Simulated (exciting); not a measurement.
# Nb (Im-3m) in exciting: notebook

Aim: see how the results for Nb move with the level of theory and the settings. Levels: PBEsol, RPBE. Tasks: band structure.

Program: exciting (release sodium). These are calculated values, not measurements. Logs are shortened: lines on timing, memory, paths and dates and some standing lists are left out, and cuts for length are marked.

## 1. The structure

The structure is cubic, space group Im-3m (No. 229). Conventional cell: a = 3.328 Å, b = 3.328 Å, c = 3.328 Å, α = 90.00°, β = 90.00°, γ = 90.00°. Nb (site symmetry m-3m) has 8 Nb at 2.88 Å as nearest neighbours.

## 2. Band structure, PBEsol, spin-orbit coupling, no magnetisation

input.xml reads:

```xml
<input>
  <title>Nb</title>
  <structure speciespath="./" tshift="false">
    <crystal scale="1">
      <basevect>-3.144409785071 3.144409785071 3.144409785071</basevect>
      <basevect>3.144409785071 -3.144409785071 3.144409785071</basevect>
      <basevect>3.144409785071 3.144409785071 -3.144409785071</basevect>
    </crystal>
    <species speciesfile="Nb.xml" rmt="2.3">
      <atom coord="0.000000000000 0.000000000000 0.000000000000"/>
    </species>
  </structure>
  <groundstate do="fromscratch" ngridk="8 8 8" rgkmax="9" gmaxvr="14" lmaxapw="10" lmaxmat="10" lmaxvr="8" xctype="GGA_PBE_SOL" stype="Fermi Dirac" swidth="0.00183747" nempty="20" ValenceRelativity="iora*" epsengy="1e-05" epspot="1e-05" maxscl="60" outputlevel="high">
    <spin spinorb="true"/>
  </groundstate>
  <properties>
    <bandstructure>
      <plot1d>
        <path steps="80">
          <point coord="0 0 0" label="G"/>
          <point coord="0.5 -0.5 0.5" label="H"/>
          <point coord="0 0 0.5" label="N"/>
          <point coord="0 0 0" label="G"/>
          <point coord="0.25 0.25 0.25" label="P"/>
          <point coord="0.5 -0.5 0.5" label="H" breakafter="true"/>
          <point coord="0.25 0.25 0.25" label="P"/>
          <point coord="0 0 0.5" label="N"/>
        </path>
      </plot1d>
    </bandstructure>
  </properties>
</input>
```

Potentials or basis: all-electron LAPW+lo, shipped species files, valence relativity iora*.

Started as:

```
> OMP_NUM_THREADS=1 exciting_smp
```

INFO.OUT:

```text
================================================================================
EXCITING SODIUM started
[... 10 lines left out ...]

 Lattice vectors (cartesian) :
     -3.1444097851      3.1444097851      3.1444097851
      3.1444097851     -3.1444097851      3.1444097851
      3.1444097851      3.1444097851     -3.1444097851

 Reciprocal lattice vectors (cartesian) :
     -0.0000000000      0.9991040826      0.9991040826
      0.9991040826     -0.0000000000      0.9991040826
      0.9991040826      0.9991040826     -0.0000000000

 Unit cell volume                           :     124.3590536786
 Brillouin zone volume                      :       1.9946293101

 Species :    1 (Nb)
     parameters loaded from                 :    Nb.xml
     name                                   :    niobium
     nuclear charge                         :     -41.00000000
     electronic charge                      :      41.00000000
     atomic mass                            :  169357.97030000
     muffin-tin radius                      :       2.30000000
     # of radial points in muffin-tin       :     400

     atomic positions (lattice) :
       1 :   0.00000000  0.00000000  0.00000000

 Total number of atoms per unit cell        :       1

 Spin treatment                             :    spin-polarised
 Spin-orbit coupling is included
 Global magnetic field (cartesian) :        0.00000000   0.00000000   0.00000000
 non-collinear magnetisation

 Number of Bravais lattice symmetries       :      48
 Number of crystal symmetries               :      48

 k-point grid                               :       8    8    8
 Total number of k-points                   :      29
 k-point set is reduced with crystal symmetries

 R^MT_min * |G+k|_max (rgkmax)              :       9.00000000
 Species with R^MT_min                      :       1 (Nb)
 Maximum |G+k| for APW functions            :       3.91304348
 Maximum |G| for potential and density      :      14.00000000
 Polynomial order for pseudochg. density    :       9

 G-vector grid sizes                        :      25    25    25
 Total number of G-vectors                  :    5775

 Maximum angular momentum used for
     APW functions                          :      10
     computing H and O matrix elements      :      10
     potential and density                  :       8
     inner part of muffin-tin               :       2

 Total nuclear charge                       :     -41.00000000
 Total electronic charge                    :      41.00000000
 Total core charge                          :      28.00000000
 Total valence charge                       :      13.00000000

 Effective Wigner radius, r_s               :       0.89798341

 Number of empty states                     :      20
 Total number of valence states             :      54

 Maximum Hamiltonian size                   :     153
 Maximum number of plane-waves              :     140
 Total number of local-orbitals             :      13

 Exchange-correlation type                  :      22
     PBEsol, Phys. Rev. Lett. 100, 136406 (2008)
     Generalised gradient approximation (GGA)

 Smearing scheme                            :    Fermi-Dirac
 Smearing width                             :       0.00183747

 Using multisecant Broyden potential mixing
[... 6 lines left out ...]
* Groundstate module started                                                   *
********************************************************************************
 Output level for this task is set to high

++++++++++++++++++++++++++++++++++++++++++++++++++++++++++++++++++++++++++++++++
[... 5 lines left out ...]
+ SCF iteration number :    1                                                  +
++++++++++++++++++++++++++++++++++++++++++++++++++++++++++++++++++++++++++++++++
 Total energy                               :     -3811.33194916
 _______________________________________________________________
 Fermi energy                               :         0.44144069
 Kinetic energy                             :      3955.95920153
 Coulomb energy                             :     -7650.51163521
 Exchange energy                            :      -114.37101489
 Correlation energy                         :        -2.40850058
 No external B-field energy in total energy
 Sum of eigenvalues                         :     -2258.68667355
 Effective potential energy                 :     -6214.64587507
 Coulomb potential energy                   :     -6061.25513282
 xc potential energy                        :      -153.39074225
 xc effective B-field energy                :        -0.00000000
 External B-field energy                    :         0.00000000
 Hartree energy                             :      1187.52204135
 Electron-nuclear energy                    :     -8436.29921552
 Nuclear-nuclear energy                     :      -401.73446104
 Madelung energy                            :     -4619.88406880
 Core-electron kinetic energy               :         0.00000000

 DOS at Fermi energy (states/Ha/cell)       :        21.41360152

 Electron charges :
     core                                   :        28.00000000
     core leakage                           :         0.00000960
     valence                                :        13.00000000
     interstitial                           :         2.78677465
     charge in muffin-tin spheres :
                  atom     1    Nb          :        38.21322535
     total charge in muffin-tins            :        38.21322535
     total charge                           :        41.00000000

 Moments :
     interstitial                 :     0.00000000     0.00000000    -0.00000000
     moment in muffin-tin spheres :
         atom     1    Nb         :     0.00000000     0.00000000     0.00000000
     total moment in muffin-tins  :     0.00000000     0.00000000     0.00000000
     total moment                 :     0.00000000     0.00000000     0.00000000

++++++++++++++++++++++++++++++++++++++++++++++++++++++++++++++++++++++++++++++++
+ SCF iteration number :    2                                                  +
++++++++++++++++++++++++++++++++++++++++++++++++++++++++++++++++++++++++++++++++
 Total energy                               :     -3815.05371210
 _______________________________________________________________
 Fermi energy                               :         0.43378192
 Kinetic energy                             :      3953.77741087
 Coulomb energy                             :     -7651.96318479
 Exchange energy                            :      -114.45916535
 Correlation energy                         :        -2.40877283
 No external B-field energy in total energy
 Sum of eigenvalues                         :     -2260.37780959
 Effective potential energy                 :     -6214.15522047
 Coulomb potential energy                   :     -6060.64703887
[... 359 lines left out ...]
 Fermi energy                               :         0.42655150
 Kinetic energy                             :      3951.50813568
 Coulomb energy                             :     -7652.94185434
 Exchange energy                            :      -114.54457767
 Correlation energy                         :        -2.40891411
 No external B-field energy in total energy
 Sum of eigenvalues                         :     -2261.64019713
 Effective potential energy                 :     -6213.14833281
 Coulomb potential energy                   :     -6059.52653632
 xc potential energy                        :      -153.62179649
 xc effective B-field energy                :        -0.00000000
 External B-field energy                    :         0.00000000
 Hartree energy                             :      1191.68085698
 Electron-nuclear energy                    :     -8442.88825027
 Nuclear-nuclear energy                     :      -401.73446104
 Madelung energy                            :     -4623.17858618
 Core-electron kinetic energy               :         0.00000000

 DOS at Fermi energy (states/Ha/cell)       :        34.99344195

 Electron charges :
     core                                   :        28.00000000
     core leakage                           :         0.00000905
     valence                                :        13.00000000
     interstitial                           :         2.60914931
     charge in muffin-tin spheres :
                  atom     1    Nb          :        38.39085069
     total charge in muffin-tins            :        38.39085069
     total charge                           :        41.00000000

 Moments :
     interstitial                 :    -0.00000000    -0.00000000     0.00000000
     moment in muffin-tin spheres :
         atom     1    Nb         :     0.00000000     0.00000000     0.00000000
     total moment in muffin-tins  :     0.00000000     0.00000000     0.00000000
     total moment                 :    -0.00000000    -0.00000000     0.00000000

 RMS change in effective potential (target) :  0.326089E-08  ( 0.100000E-04)
 Absolute change in total energy   (target) :  0.629058E-06  ( 0.100000E-04)
 Charge distance                   (target) :  0.148430E-08  ( 0.100000E-04)

++++++++++++++++++++++++++++++++++++++++++++++++++++++++++++++++++++++++++++++++
| Convergency criteria checked for the last 2 iterations                       +
| Convergence targets achieved. Performing final SCF iteration                 +
++++++++++++++++++++++++++++++++++++++++++++++++++++++++++++++++++++++++++++++++
 Total energy                               :     -3818.38721091
 _______________________________________________________________
 Fermi energy                               :         0.42655150
 Kinetic energy                             :      3951.50813542
 Coulomb energy                             :     -7652.94185453
 Exchange energy                            :      -114.54457768
 Correlation energy                         :        -2.40891411
 No external B-field energy in total energy
 Sum of eigenvalues                         :     -2261.64019742
 Effective potential energy                 :     -6213.14833283
 Coulomb potential energy                   :     -6059.52653633
 xc potential energy                        :      -153.62179650
 xc effective B-field energy                :        -0.00000000
 External B-field energy                    :         0.00000000
 Hartree energy                             :      1191.68085716
 Electron-nuclear energy                    :     -8442.88825065
 Nuclear-nuclear energy                     :      -401.73446104
 Madelung energy                            :     -4623.17858637
 Core-electron kinetic energy               :         0.00000000

 DOS at Fermi energy (states/Ha/cell)       :        34.99345171

 Electron charges :
     core                                   :        28.00000000
     core leakage                           :         0.00000905
     valence                                :        13.00000000
     interstitial                           :         2.60914931
     charge in muffin-tin spheres :
                  atom     1    Nb          :        38.39085069
     total charge in muffin-tins            :        38.39085069
     total charge                           :        41.00000000

 Moments :
     interstitial                 :    -0.00000000     0.00000000     0.00000000
     moment in muffin-tin spheres :
         atom     1    Nb         :     0.00000000     0.00000000     0.00000000
     total moment in muffin-tins  :     0.00000000     0.00000000     0.00000000
     total moment                 :    -0.00000000     0.00000000     0.00000000

++++++++++++++++++++++++++++++++++++++++++++++++++++++++++++++++++++++++++++++++
[... 9 lines left out ...]
| EXCITING SODIUM stopped                                                      =
================================================================================
```

Wall time 32 s (1 thread of Arm Neoverse V2, shared host); peak memory 0.11 GiB.

What came out:

```
Band gap on the k mesh                            : none (metal or under the smearing width)
All electrons inside the program's atomic spheres : Nb 38.39 (radii Nb 2.3 bohr)
```

Levels at the corners of the path, in eV from the Fermi level:
| point | band 9 | band 10 | band 11 | band 12 | band 13 | band 14 | band 15 | band 16 |
| --- | --- | --- | --- | --- | --- | --- | --- | --- |
| Γ | -5.77 | -5.77 | 0.44 | 0.44 | 0.44 | 0.44 | 0.55 | 0.55 |
| H | -3.49 | -3.49 | -3.49 | -3.49 | 5.54 | 5.54 | 5.54 | 5.54 |
| N | -3.52 | -3.52 | -1.49 | -1.49 | 2.31 | 2.31 | 3.33 | 3.33 |
| Γ | -5.77 | -5.77 | 0.44 | 0.44 | 0.44 | 0.44 | 0.55 | 0.55 |
| P | -1.05 | -1.05 | -0.91 | -0.91 | -0.91 | -0.91 | 4.13 | 4.13 |
| H | -3.49 | -3.49 | -3.49 | -3.49 | 5.54 | 5.54 | 5.54 | 5.54 |
| P | -1.05 | -1.05 | -0.91 | -0.91 | -0.91 | -0.91 | 4.13 | 4.13 |
| N | -3.52 | -3.52 | -1.49 | -1.49 | 2.31 | 2.31 | 3.33 | 3.33 |

Caveat: total energies with spin-orbit coupling aren't reliable in this program, so none is listed and the log's shouldn't be used.

## 3. Band structure, RPBE

Changes to input.xml since step 2:

```diff
@@ -12,4 +12,4 @@
   </structure>
-  <groundstate do="fromscratch" ngridk="8 8 8" rgkmax="9" gmaxvr="14" lmaxapw="10" lmaxmat="10" lmaxvr="8" xctype="GGA_PBE_SOL" stype="Fermi Dirac" swidth="0.00183747" nempty="20" ValenceRelativity="iora*" epsengy="1e-05" epspot="1e-05" maxscl="60" outputlevel="high">
-    <spin spinorb="true"/>
+  <groundstate do="fromscratch" ngridk="11 11 11" rgkmax="9" gmaxvr="14" lmaxapw="10" lmaxmat="10" lmaxvr="8" stype="Fermi Dirac" swidth="0.00183747" nempty="12" ValenceRelativity="iora*" epsengy="1e-05" epspot="1e-05" maxscl="60" outputlevel="normal">
+    <libxc exchange="XC_GGA_X_RPBE" correlation="XC_GGA_C_PBE"/>
   </groundstate>
```

Potentials or basis: all-electron LAPW+lo, shipped species files, valence relativity iora*.

Started as:

```
> OMP_NUM_THREADS=1 exciting_smp
```

It took 19 s on 1 thread of Arm Neoverse V2, shared host; peak memory 0.1 GiB.

Results (log left out):

| Item | Value |
| --- | --- |
| Free energy | -103967.2930 eV |
| Band gap on the k mesh | none (metal or under the smearing width) |
| All electrons inside the program's atomic spheres | Nb 38.40 (radii Nb 2.3 bohr) |

Levels at the corners of the path, in eV from the Fermi level:
| point | band 3 | band 4 | band 5 | band 6 | band 7 | band 8 | band 9 | band 10 |
| --- | --- | --- | --- | --- | --- | --- | --- | --- |
| Γ | -29.72 | -29.72 | -5.82 | 0.40 | 0.40 | 0.40 | 3.24 | 3.24 |
| H | -30.59 | -30.59 | -3.56 | -3.56 | 5.47 | 5.47 | 5.47 | 8.93 |
| N | -30.12 | -29.74 | -3.58 | -1.56 | 2.21 | 3.26 | 3.92 | 6.22 |
| Γ | -29.72 | -29.72 | -5.82 | 0.40 | 0.40 | 0.40 | 3.24 | 3.24 |
| P | -30.36 | -30.36 | -1.05 | -1.05 | -1.05 | 4.05 | 4.05 | 9.29 |
| H | -30.59 | -30.59 | -3.56 | -3.56 | 5.47 | 5.47 | 5.47 | 8.93 |
| P | -30.36 | -30.36 | -1.05 | -1.05 | -1.05 | 4.05 | 4.05 | 9.29 |
| N | -30.12 | -29.74 | -3.58 | -1.56 | 2.21 | 3.26 | 3.92 | 6.22 |

Caveat: the log's total energy holds no entropy term; the free energy is that total less TS from the occupations.
